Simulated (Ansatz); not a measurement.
LiF and its competing phases

Computed with DFT PBE, scalar-relativistic, plane waves, PAW in Ansatz 0.2.0. All cells share a 420 eV cutoff and Γ-centred k meshes spaced at most about 0.3 Å⁻¹ (2π included). No spin polarisation.

Energies over the elements count from the elements' standard structures at the same level (F₂ as a molecule), with no fitted energy shifts.

These are static total energies at zero pressure.

The competitors are the elements and 1 reference phase of this chemical system (from databases or known types: LiF), relaxed at the same level; other known phases may be missing.

The candidate was reached from: 4-connected net, two elements alternating.

```cif
data_structure
_symmetry_space_group_name_H-M 'P 1'
_symmetry_Int_Tables_number 1
_cell_length_a 5.4317
_cell_length_b 5.4317
_cell_length_c 5.4317
_cell_angle_alpha 150.299
_cell_angle_beta 146.548
_cell_angle_gamma 45.334
_cell_volume 43.63
loop_
_atom_site_label
_atom_site_type_symbol
_atom_site_fract_x
_atom_site_fract_y
_atom_site_fract_z
_atom_site_occupancy
Li1 Li 0.44316 0.44316 0.00000 1
Li2 Li 0.18471 0.18471 0.00000 1
F1 F 0.05374 0.55374 0.50000 1
F2 F 0.31840 0.81840 0.50000 1
```

**Question.** Where does it stand against these competitors?

**Answer.** Not the lowest form: another structure of the same formula lies lower. Its formation energy is -2.844 eV/atom. The lowest competing phase at this composition is this:

```csv
phase,space group,source,share of atoms,ΔE_f (eV/atom)
LiF,P6_3mc (No. 186),Materials Project,1.0000,-2.953
```

The candidate lies 109 meV/atom above this phase. The candidate matches no cell in the subsets of the Crystallography Open Database and the Materials Project at hand. It is metastable at best. Whether it is a true minimum wasn't tested by phonons. The Crystallography Open Database lists this formula in another space group (No. 225).
